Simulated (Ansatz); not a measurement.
A plane-wave DFT run in Ansatz 0.2.0 (scalar-relativistic PAW potentials unless the input names others): input and command.

```yaml
crystal:
  lattice:
    - [1.2534231687, 0.7236642039, 9.8523323235]
    - [-1.2534231687, 0.7236642039, 9.8523323235]
    - [0.0, -1.4473284077, 9.8523323235]
  atoms:
    - { symbol: C, position: [0.0248215789, 0.0248215789, 0.0248215789] }
    - { symbol: C, position: [0.9751784211, 0.9751784211, 0.9751784211] }
    - { symbol: C, position: [0.1086886328, 0.1086886328, 0.1086886328] }
    - { symbol: C, position: [0.8913113672, 0.8913113672, 0.8913113672] }
    - { symbol: C, position: [0.158365367, 0.158365367, 0.158365367] }
    - { symbol: C, position: [0.841634633, 0.841634633, 0.841634633] }
    - { symbol: C, position: [0.374863656, 0.374863656, 0.374863656] }
    - { symbol: C, position: [0.625136344, 0.625136344, 0.625136344] }
    - { symbol: C, position: [0.4253184939, 0.4253184939, 0.4253184939] }
    - { symbol: C, position: [0.5746815061, 0.5746815061, 0.5746815061] }
basis:
  ecutwfc: 420
kpoints:
  mp_grid: { grid: [12, 12, 12] }
hamiltonian:
  xc: pbesol
  hubbard: { sites: [{ species: C, l: p, u_eff: 20.0 }] }
scf:
  occupations: { method: gaussian, width: 0.05 }
  max_iter: 80
output:
  forces: true
  eigenvalues: true
  stress: true
```

```bash
ansatz run input.yaml --threads 2 --pin off --max-ram 5120MiB --backend cpu --events-out ev --progress --plain --runs-dir out
```

Abridged log:
```
C: projections on atomic orbitals take those of the free atom [He] 2s2 2p2, of charge +0.00 (hamiltonian.pseudopotentials.projection_atoms); the dataset's partial waves leave at most 3.7e-9 of an orbital's norm unspanned inside its sphere
Pseudopotentials: kind: paw
Pseudopotential: C, paw, valence charge 4, recommended cutoff 420 eV (normal)
Functional definition: PBEsol
Crystal: 10 atoms, lattice volume = 53.620 Å³
Basis set: ecut = 420 eV, 1047 PW (Γ), FFT grids on a1−a3, a2−a3, a3, exchange–correlation on 36×36×144 points (8 copies of the dense FFT grid, shifted against one another)
Bands: 30, of which v1, the nominal top of the filled ones, is band 20 counted from 1 (19 counted from 0)
Symmetry: 12 space group operations
Space group: R-3m (ITA 166), of the structure as read, at distance tolerance 3.8e-5 Å
k-points: 189 of 1728
Initial density: superposition of atomic densities (chi_scale 0.1, normalization cell)
Initial wavefunctions: pseudopotential atomic-orbital guess
Functional: x = pbesol(κ = 0.804, μ = 0.12345679), c = pbesol(β = 0.046)
SCF iter   1: F=—  HF=-2302.803877 eV  |F-HF|=—  |Δ(HF+E_count)|=         —  Δρ=1.59e-1  dr2=9.82e0  ethr=3.10e-3  ⟨swp⟩=6.0  Hψ=27711  notcnv=0  defer=28
SCF iter   2: F=—  HF=-2310.954760 eV  |F-HF|=—  |Δ(HF+E_count)|=    8.15e0  Δρ=5.65e-2  dr2=1.06e0  ethr=3.10e-3  ⟨swp⟩=2.9  Hψ=12890  notcnv=0  defer=682
SCF iter   3: F=—  HF=-2316.123193 eV  |F-HF|=—  |Δ(HF+E_count)|=    5.17e0  Δρ=5.21e-3  dr2=4.36e-2  ethr=2.65e-3  ⟨swp⟩=3.2  Hψ=11514  notcnv=0  defer=696
SCF iter   4: F=—  HF=-2316.244304 eV  |F-HF|=—  |Δ(HF+E_count)|=   1.21e-1  Δρ=8.55e-3  dr2=2.11e-1  ethr=1.09e-4  ⟨swp⟩=3.5  Hψ=13405  notcnv=0  defer=643
SCF iter   5: F=—  HF=-2316.198586 eV  |F-HF|=—  |Δ(HF+E_count)|=   4.57e-2  Δρ=2.00e-3  dr2=8.59e-3  ethr=1.09e-4  ⟨swp⟩=3.9  Hψ=11522  notcnv=0  defer=634
SCF iter   6: F=—  HF=-2316.196638 eV  |F-HF|=—  |Δ(HF+E_count)|=   1.95e-3  Δρ=7.42e-4  dr2=1.13e-4  ethr=2.15e-5  ⟨swp⟩=2.1  Hψ=8544  notcnv=0  defer=618
SCF iter   7: F=—  HF=-2316.196626 eV  |F-HF|=—  |Δ(HF+E_count)|=   1.21e-5  Δρ=1.07e-4  dr2=5.67e-6  ethr=2.82e-7  ⟨swp⟩=2.3  Hψ=7819  notcnv=0  defer=618
SCF iter   8: F=—  HF=-2316.196628 eV  |F-HF|=—  |Δ(HF+E_count)|=   2.38e-6  Δρ=6.28e-5  dr2=2.16e-6  ethr=1.42e-8  ⟨swp⟩=2.0  Hψ=8340  notcnv=0  defer=618
SCF iter   9: F=—  HF=-2316.196629 eV  |F-HF|=—  |Δ(HF+E_count)|=   9.53e-7  Δρ=2.09e-5  dr2=2.67e-7  ethr=5.39e-9  ⟨swp⟩=2.0  Hψ=8254  notcnv=0  defer=618
SCF iter  10: F=-2316.196629 eV  HF=-2316.196629 eV  |F-HF|=9.26e-9  |Δ(HF+E_count)|=   1.50e-7  Δρ=6.74e-6  dr2=3.37e-8  ethr=2.50e-10  ⟨swp⟩=12.3  Hψ=28419  notcnv=0
SCF 1 converged in 10 iterations: F = -2316.196629 eV  dr2 = 3.37e-8
SCF converged after 10 iterations
Free energy (F): -2316.196629 eV
Harris-Foulkes:  -2316.196629 eV  (|F-HF|=9.26e-9)
Internal energy: -2316.196629 eV  (E = F + TS)
E sigma→0 (E₀):  -2316.196629 eV
Fermi energy:    16.293470 eV
--- Forces (eV/Å), atoms counted from 1 ---
  atom   1  C      0.00000000     0.00000000     0.31154649
  atom   2  C      0.00000000     0.00000000    -0.31154649
  atom   3  C      0.00000000     0.00000000    -0.28936547
  atom   4  C      0.00000000     0.00000000     0.28936547
  atom   5  C      0.00000000     0.00000000     0.46444879
  atom   6  C      0.00000000     0.00000000    -0.46444879
  atom   7  C      0.00000000     0.00000000    -0.38002834
  atom   8  C      0.00000000     0.00000000     0.38002834
  atom   9  C      0.00000000     0.00000000     0.38182709
  atom  10  C      0.00000000     0.00000000    -0.38182709
--- Stress (GPa, compression-positive) ---
       -0.201907       0.000000       0.000000
        0.000000      -0.201907       0.000000
        0.000000       0.000000      63.808382
  P = ⅓ Tr σ = 21.1349 GPa (211.349 kbar)
Occupation matrices written to <dir>
```

Q: What is wrong with this input?

A: The fault is an enormous or negative U (hamiltonian.hubbard: not typed → {"sites": [{"species": "C", "l": "p", "u_eff": 20.0}]}, the first being the value of the sound run). Setting it back cures it. The run converged all the same, with an energy at zero smearing 15.0 eV/atom above the reference's (the Hamiltonian itself differs), pressure 21.13 GPa, largest force 0.464 eV/Å, gap on the mesh 4.05 eV, so convergence alone doesn't show that an input is right. A reference run from the same start on usual settings converged with pressure 24.07 GPa, largest force 0.492 eV/Å, gap on the mesh 3.93 eV.

The run took 30 s on 2 threads of Intel(R) Xeon(R) Processor @ 2.70GHz, on a shared host, peak memory 0.74 GiB.